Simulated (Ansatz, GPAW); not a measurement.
Ca: programs and potentials compared

```
Ca
1.0
     0.00000    2.79420    2.79420
     2.79420    0.00000    2.79420
     2.79420    2.79420    0.00000
Ca
1
Direct
  0.00000 0.00000 0.00000
```

Alike in all runs: task single point; functional PBEsol; k mesh 8 × 8 × 8; occupations gaussian, width 0.1 eV; no spin polarisation; no spin-orbit coupling. Pressure is positive in compression and, in plane waves, holds the error of the finite cutoff, which Ansatz's Pulay term estimates and takes out.

```json
{"program and potentials": "Ansatz, Ansatz PAW", "plane-wave cutoff (eV)": "420", "notes": "potentials made for PBE, which Ansatz adapts in part", "band gap (eV)": "no gap", "pressure (GPa)": "-1.18"}
{"program and potentials": "Ansatz, all-electron LAPW, scalar-relativistic", "plane-wave cutoff (eV)": "-", "notes": "-", "band gap (eV)": "no gap", "pressure (GPa)": "-1.17"}
{"program and potentials": "GPAW, PAW data sets generated for this functional", "plane-wave cutoff (eV)": "600", "notes": "-", "band gap (eV)": "no gap", "pressure (GPa)": "-1.12"}
```

None finds a gap. The pressure spans -1.18 (Ansatz, Ansatz PAW) to -1.12 GPa (GPAW, PAW data sets generated for this functional), with all-electron results at -1.17.

The functional is the same throughout but for its coding, so the spread measures potentials, basis and numerics; runs on potential files found faulty are left out.
